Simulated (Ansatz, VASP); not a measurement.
# Two plane-wave programs on CsBr

```
Cs Br
1.0
     4.24217    0.00000    0.00000
     0.00000    4.24217    0.00000
     0.00000    0.00000    4.24217
Cs Br
1 1
Direct
  0.00000 0.00000 0.00000
  0.50000 0.50000 0.50000
```

Alike in both runs: functional PBEsol; k mesh 6 × 6 × 6; no spin polarisation.

Ansatz relaxed the structure, and its values are those at the end. VASP's run is a single point on that final structure, the one shown.

|  | VASP | Ansatz |
| --- | --- | --- |
| version | VASP 6.6.1 | Ansatz 0.2.0 |
| potentials or method | VASP PAW PBE potentials, release 64 (Cs_sv, Br) | scalar-relativistic, plane waves, PAW |
| plane-wave cutoff (eV) | 520 | 420 |
| occupations | gaussian, width 0.01 eV | fixed |
| valence electrons in the cell | 16 | 16 |

|  | VASP | Ansatz | Ansatz less VASP |
| --- | --- | --- | --- |
| gap on the k mesh at the Fermi level (eV) | 4.44 | 4.45 | +0.010 |
| least direct gap on the mesh (eV) | 4.44 | 4.45 | +0.010 |
| pressure (GPa) | 0.1 | 0.0 | -0.06 |

Caveats: the PAW data sets were made with another functional, which shifts forces and pressure a little (VASP); spin-orbit coupling is left out, which moves the levels of the heavy elements.
